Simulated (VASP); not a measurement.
# WS2 in VASP: a series of runs, part 2 of 2

VASP 6.6.1. Earlier steps stand in the parts before.

### Step 5. Work function, r2SCAN

The input, INCAR:

```
PREC = Accurate
ENCUT = 520
EDIFF = 1E-6
ISMEAR = 0
SIGMA = 0.03
LREAL = F
LASPH = T
NELM = 60
ALGO = Normal
ISIF = 2
LWAVE = F
LCHARG = T
LDIPOL = T
IDIPOL = 3
DIPOL = 0.5 0.5 0.500
METAGGA = R2SCAN
LMIXTAU = T
LELF = T
LVHAR = T
LVACPOTAV = T
```

The input, KPOINTS:

```
Automatic mesh
0
Gamma
  12 12 1
```

The input, POSCAR:

```
WS2                                     
1.0
    3.1247183217     -0.0000000000      0.0000000000
   -1.5623591609      2.7060854463      0.0000000000
    0.0000000000      0.0000000000     19.1400000000
  S               W             
     2     1
Direct
     0.6666669999999968    0.3333330000000032    0.4178143235453290
     0.6666669999999968    0.3333330000000032    0.5821856764546708
     0.3333330000000032    0.6666669999999968    0.5000000000000000
```

Potentials or basis: VASP PAW PBE potentials, release 64 (S, W_sv).

Started as:

```bash
> cat potpaw_PBE.64/S/POTCAR potpaw_PBE.64/W_sv/POTCAR > POTCAR
> mpirun -np 1 vasp_std > vasp.out
```

OUTCAR:

```text
PREC = Accurate
   ENCUT = 520
   EDIFF = 1E-6
   ISMEAR = 0
   LREAL = F
   LASPH = T
   NELM = 60
   ISIF = 2
   METAGGA = R2SCAN

 ion  position               nearest neighbor table
   1  0.667  0.333  0.418-   3 2.39   3 2.39   3 2.39
   2  0.667  0.333  0.582-   3 2.39   3 2.39   3 2.39
   3  0.333  0.667  0.500-   1 2.39   2 2.39   1 2.39   2 2.39   1 2.39   2 2.39

  LATTYP: Found a hexagonal cell.
 ALAT       =     3.1247183217
 C/A-ratio  =     6.1253521212

  Lattice vectors:

 A1 = (   3.1247183217,   0.0000000000,   0.0000000000)
 A2 = (  -1.5623591609,   2.7060854463,   0.0000000000)
 A3 = (   0.0000000000,   0.0000000000,  19.1400000000)

Analysis of symmetry for initial positions (statically):
=====================================================================
 Subroutine PRICEL returns:
 Original cell was already a primitive cell.

 Routine SETGRP: Setting up the symmetry group for a
 hexagonal supercell.

 Subroutine GETGRP returns: Found 12 space group operations
 (whereof 12 operations were pure point group operations)
 out of a pool of 24 trial point group operations.

[... 167 lines left out ...]
 cond. band min:       0.4369213861   @ k =   0.1667   0.1667   0.0000
 fundamental gap:      2.1603336586
 Fermi energy:        -1.5488738411

 k-point     1 :       0.0000    0.0000    0.0000
  band No.  band energies     occupation
      1     -77.6032      2.00000
      2     -41.2401      2.00000
      3     -41.0182      2.00000
      4     -41.0182      2.00000
      5     -17.4102      2.00000
      6     -15.6681      2.00000
[... 357 lines left out ...]
      4     -41.1470      2.00000
      5     -14.6483      2.00000
      6     -14.6297      2.00000
[... 9 lines left out ...]
     16       2.7085      0.00000
     17       4.5067      0.00000

------------------------ aborting loop because EDIFF is reached ----------------------------------------

  FORCE on cell =-STRESS in cart. coord.  units (eV):
  Direction    XX          YY          ZZ          XY          YZ          ZX
  --------------------------------------------------------------------------------------
  -------------------------------------------------------------------------------------
  Total        2.1443478      2.1443478      0.4306093     -0.0000000      0.0000000     -0.0000000
  in kB       21.2281184     21.2281184      4.2628466     -0.0000000      0.0000000     -0.0000000
  external PRESSURE =      15.5730278 kB  Pullay stress =       0.0000000 kB

 VOLUME and BASIS-vectors are now :
 -----------------------------------------------------------------------------
  energy-cutoff  :      520.00
  volume of cell :      161.84
      direct lattice vectors                 reciprocal lattice vectors
     3.124718322  0.000000000  0.000000000     0.320028846  0.184768741  0.000000000
    -1.562359161  2.706085446  0.000000000     0.000000000  0.369537481  0.000000000
     0.000000000  0.000000000 19.140000000     0.000000000  0.000000000  0.052246604

 POSITION                                       TOTAL-FORCE (eV/Angst)
 -----------------------------------------------------------------------------------
      1.56236      0.90203      7.99697         0.000000     -0.000000     -0.146996
      1.56236      0.90203     11.14303         0.000000     -0.000000      0.146996
     -0.00000      1.80406      9.57000        -0.000000      0.000000      0.000000
 -----------------------------------------------------------------------------------
    total drift:                                0.000163     -0.000094      0.000000

  FREE ENERGIE OF THE ION-ELECTRON SYSTEM (eV)
  ---------------------------------------------------
  free  energy   TOTEN  =       -70.0027410231 eV

  energy  without entropy=      -70.0027410231  energy(sigma->0) =      -70.00274102

 vacuum level on the upper side and lower side of the slab         4.111         4.111
```

OSZICAR:

```text
N       E                     dE             d eps       ncg     rms          rms(c)
DAV:   1     0.142201665612E+03    0.14220E+03   -0.14230E+04   798   0.126E+03
DAV:   2    -0.635526642404E+02   -0.20575E+03   -0.20379E+03   869   0.286E+02
DAV:   3    -0.772475985232E+02   -0.13695E+02   -0.13657E+02   884   0.769E+01
[... 44 lines left out ...]
DAV:  48    -0.700024963508E+02    0.64062E-04   -0.33454E-05   646   0.683E-02    0.169E-03
DAV:  49    -0.700027063019E+02   -0.20995E-03   -0.18415E-04   646   0.118E-01    0.244E-03
DAV:  50    -0.700027192939E+02   -0.12992E-04   -0.35655E-06   744   0.183E-02    0.275E-03
DAV:  51    -0.700027407130E+02   -0.21419E-04   -0.73223E-06   646   0.247E-02    0.218E-03
DAV:  52    -0.700027410231E+02   -0.31012E-06   -0.11681E-07   694   0.365E-03
   1 F= -.70002741E+02 E0= -.70002741E+02  d E =-.468803E-18
```

stdout:

```text
POSCAR found type information on POSCAR S W
 POSCAR found :  2 types and       3 ions
 scaLAPACK will be used
 -----------------------------------------------------------------------------
|                                                                             |
[... 23 lines left out ...]
|     field-free region was found. Please increase the size of  your cell     |
|     in the dimension of the dipole correction to obtain accurate            |
|     workfunction values.                                                    |
|                                                                             |
 -----------------------------------------------------------------------------
```

Wall time 4.3 min (1 thread of Intel Xeon 6975P-C (Granite Rapids), shared host); peak memory 0.33 GiB.

What came out:

- Free energy: -70.0027 eV
- Largest force: 0.147 eV/Å
- Band gap on the k mesh: 2.16 eV, indirect (least direct gap 2.18 eV)
- Ionisation potential of the upper face: 5.83 eV

Forces in eV/Å, atoms in the order of the input:
```
S    0.000  0.000 -0.147
S    0.000  0.000  0.147
W    0.000  0.000  0.000
```

Caveat: the PAW data sets were made with another functional, which shifts forces and pressure a little; spin-orbit coupling is left out, which moves the levels of the heavy elements.

### Step 6. Work function, PBE0

POSCAR is that of step 5.

The input, INCAR.step1:

```
PREC = Accurate
ENCUT = 520
EDIFF = 1E-5
ISMEAR = 0
SIGMA = 0.03
LREAL = F
LASPH = T
NELM = 60
ALGO = Normal
ISIF = 2
LWAVE = T
LDIPOL = T
IDIPOL = 3
DIPOL = 0.5 0.5 0.500
GGA = PE
```

The input, INCAR.step2:

```
PREC = Accurate
ENCUT = 520
EDIFF = 1E-6
ISMEAR = 0
SIGMA = 0.03
LREAL = F
LASPH = T
NELM = 60
ALGO = Normal
ISIF = 2
LWAVE = F
LCHARG = T
LDIPOL = T
IDIPOL = 3
DIPOL = 0.5 0.5 0.500
GGA = PE
LHFCALC = T
AEXX = 0.25
PRECFOCK = Fast
LELF = T
LVHAR = T
LVACPOTAV = T
ISTART = 1
```

The input, KPOINTS:

```
Automatic mesh
0
Gamma
  6 6 1
```

Potentials or basis: VASP PAW PBE potentials, release 64 (S, W_sv).

Started as:

```bash
> cat potpaw_PBE.64/S/POTCAR potpaw_PBE.64/W_sv/POTCAR > POTCAR
> cp INCAR.step1 INCAR
> mpirun -np 1 vasp_std > vasp.out
> cp INCAR.step2 INCAR
> mpirun -np 1 vasp_std > vasp.out
```

OUTCAR:

```text
PREC = Accurate
   ENCUT = 520
   EDIFF = 1E-6
   ISMEAR = 0
   LREAL = F
   LASPH = T
   NELM = 60
   ISIF = 2
   GGA = PE
   LHFCALC = T
   AEXX = 0.25
   PRECFOCK = Fast
   ISTART = 1

 ion  position               nearest neighbor table
   1  0.667  0.333  0.418-   3 2.39   3 2.39   3 2.39
   2  0.667  0.333  0.582-   3 2.39   3 2.39   3 2.39
   3  0.333  0.667  0.500-   1 2.39   2 2.39   1 2.39   2 2.39   1 2.39   2 2.39

  LATTYP: Found a hexagonal cell.
 ALAT       =     3.1247183217
 C/A-ratio  =     6.1253521212

  Lattice vectors:

 A1 = (   3.1247183217,   0.0000000000,   0.0000000000)
 A2 = (  -1.5623591609,   2.7060854463,   0.0000000000)
 A3 = (   0.0000000000,   0.0000000000,  19.1400000000)

Analysis of symmetry for initial positions (statically):
=====================================================================
 Subroutine PRICEL returns:
 Original cell was already a primitive cell.

 Routine SETGRP: Setting up the symmetry group for a
 hexagonal supercell.

 Subroutine GETGRP returns: Found 12 space group operations
 (whereof 12 operations were pure point group operations)
 out of a pool of 24 trial point group operations.

[... 161 lines left out ...]
 cond. band min:       0.9811452890   @ k =   0.3333   0.3333   0.0000
 fundamental gap:      3.2679678495
 Fermi energy:        -1.9020402006

 k-point     1 :       0.0000    0.0000    0.0000
  band No.  band energies     occupation
      1     -80.3021      2.00000
      2     -43.1364      2.00000
      3     -42.8738      2.00000
      4     -42.8738      2.00000
      5     -19.0167      2.00000
      6     -17.1825      2.00000
[... 117 lines left out ...]
      4     -43.0317      2.00000
      5     -16.0759      2.00000
      6     -16.0700      2.00000
[... 9 lines left out ...]
     16       3.4698      0.00000
     17       5.4005      0.00000

------------------------ aborting loop because EDIFF is reached ----------------------------------------

  FORCE on cell =-STRESS in cart. coord.  units (eV):
  Direction    XX          YY          ZZ          XY          YZ          ZX
  --------------------------------------------------------------------------------------
  -------------------------------------------------------------------------------------
  Total        0.8839744      0.8839744     -0.4502644     -0.0000000     -0.0000000     -0.0000000
  in kB        8.7509656      8.7509656     -4.4574235     -0.0000000     -0.0000000     -0.0000000
  external PRESSURE =       4.3481692 kB  Pullay stress =       0.0000000 kB

 VOLUME and BASIS-vectors are now :
 -----------------------------------------------------------------------------
  energy-cutoff  :      520.00
  volume of cell :      161.84
      direct lattice vectors                 reciprocal lattice vectors
     3.124718322  0.000000000  0.000000000     0.320028846  0.184768741  0.000000000
    -1.562359161  2.706085446  0.000000000     0.000000000  0.369537481  0.000000000
     0.000000000  0.000000000 19.140000000     0.000000000  0.000000000  0.052246604

 POSITION                                       TOTAL-FORCE (eV/Angst)
 -----------------------------------------------------------------------------------
      1.56236      0.90203      7.99697        -0.000000      0.000000      0.122362
      1.56236      0.90203     11.14303        -0.000000      0.000000     -0.122362
     -0.00000      1.80406      9.57000         0.000000      0.000000      0.000000
 -----------------------------------------------------------------------------------
    total drift:                                0.000144     -0.000086      0.000000

  FREE ENERGIE OF THE ION-ELECTRON SYSTEM (eV)
  ---------------------------------------------------
  free  energy   TOTEN  =       -30.3741814553 eV

  energy  without entropy=      -30.3741814553  energy(sigma->0) =      -30.37418146

 vacuum level on the upper side and lower side of the slab         4.102         4.102
```

OUTCAR.step1:

```text
PREC = Accurate
   ENCUT = 520
   EDIFF = 1E-5
   ISMEAR = 0
   LREAL = F
   LASPH = T
   NELM = 60
   ISIF = 2
[... 352 lines left out ...]
      1.56236      0.90203     11.14303         0.000000     -0.000000      0.430403
     -0.00000      1.80406      9.57000        -0.000000      0.000000      0.000000
 -----------------------------------------------------------------------------------
    total drift:                                0.000133     -0.000077      0.000000

  FREE ENERGIE OF THE ION-ELECTRON SYSTEM (eV)
  ---------------------------------------------------
  free  energy   TOTEN  =       -23.6233145083 eV

  energy  without entropy=      -23.6233145083  energy(sigma->0) =      -23.62331451

 vacuum level on the upper side and lower side of the slab         3.870         3.870
```

OSZICAR.step1:

```text
N       E                     dE             d eps       ncg     rms          rms(c)
DAV:   1     0.184692509712E+03    0.18469E+03   -0.13862E+04   294   0.125E+03
DAV:   2    -0.101955987673E+02   -0.19489E+03   -0.19219E+03   290   0.275E+02
DAV:   3    -0.247179765329E+02   -0.14522E+02   -0.14370E+02   338   0.764E+01
[... 12 lines left out ...]
DAV:  16    -0.236232683519E+02   -0.39431E-04   -0.57645E-06   210   0.110E-02    0.521E-03
DAV:  17    -0.236232814661E+02   -0.13114E-04   -0.22832E-06   194   0.704E-03    0.498E-03
DAV:  18    -0.236232960550E+02   -0.14589E-04   -0.13734E-06   176   0.475E-03    0.278E-03
DAV:  19    -0.236233080210E+02   -0.11966E-04   -0.96218E-07   150   0.486E-03    0.281E-03
DAV:  20    -0.236233145083E+02   -0.64873E-05   -0.42079E-07   148   0.250E-03
   1 F= -.23623315E+02 E0= -.23623315E+02  d E =-.921662E-44
```

Run time: 4.1 min. Hardware: 1 thread of Intel Xeon 6975P-C (Granite Rapids), shared host; peak memory 0.29 GiB.

Results:

```yaml
Free_energy: -30.3742 eV
Largest_force: 0.122 eV/Å
Band_gap_on_the_k_mesh: 3.27 eV, direct
Ionisation_potential_of_the_upper_face: 6.39 eV
```

Forces on the atoms (eV/Å):
```
S    0.000  0.000  0.122
S    0.000  0.000 -0.122
W    0.000  0.000  0.000
```

Levels at points of the mesh, in eV from the valence-band top:
```tsv
k point	band 9	band 10	band 11	band 12	band 13	band 14	band 15	band 16	band 17
(0.00, 0.00, 0.00)	-3.29	-2.72	-1.76	-1.76	-0.27	4.50	4.50	4.61	4.61
(0.50, 0.00, 0.00)	-5.26	-3.95	-2.73	-1.44	-1.24	4.55	4.96	5.68	6.55
```

Caveat: the PAW data sets were made with another functional, which shifts forces and pressure a little; spin-orbit coupling is left out, which moves the levels of the heavy elements.

### Step 7. Overview

```tsv
level	spin	k mesh	grid for exact exchange (PRECFOCK)	screening parameter	exchange at q = 0	gap on the mesh (eV)	largest force (eV/Å)
PBEsol	off	12 × 12 × 1	-	-	-	1.99	0.05
PBEsol	non-collinear, zero start, SOC	12 × 12 × 1	-	-	-	-	0.08
HSE06	off	6 × 6 × 1	Fast	0.2 1/A	-	2.58	0.14
r2SCAN	off	12 × 12 × 1	-	-	-	2.16	0.15
PBE0	off	6 × 6 × 1	Fast	-	default	3.27	0.12
```

Alike in all rows: task work function; potentials or basis VASP PAW PBE potentials, release 64 (S, W_sv); cell as given; cutoff (eV) 520; smearing gaussian 0.03 eV.

On the cell as given the gap runs from 1.99 eV (PBEsol) to 3.27 eV (PBE0); the meshes differ, which moves gaps too.

Caveats: the PAW data sets were made with another functional, which shifts forces and pressure a little; spin-orbit coupling is left out, which moves the levels of the heavy elements (some runs).

Total energies depend on the potentials used, so only differences within one code and one set of settings carry meaning.
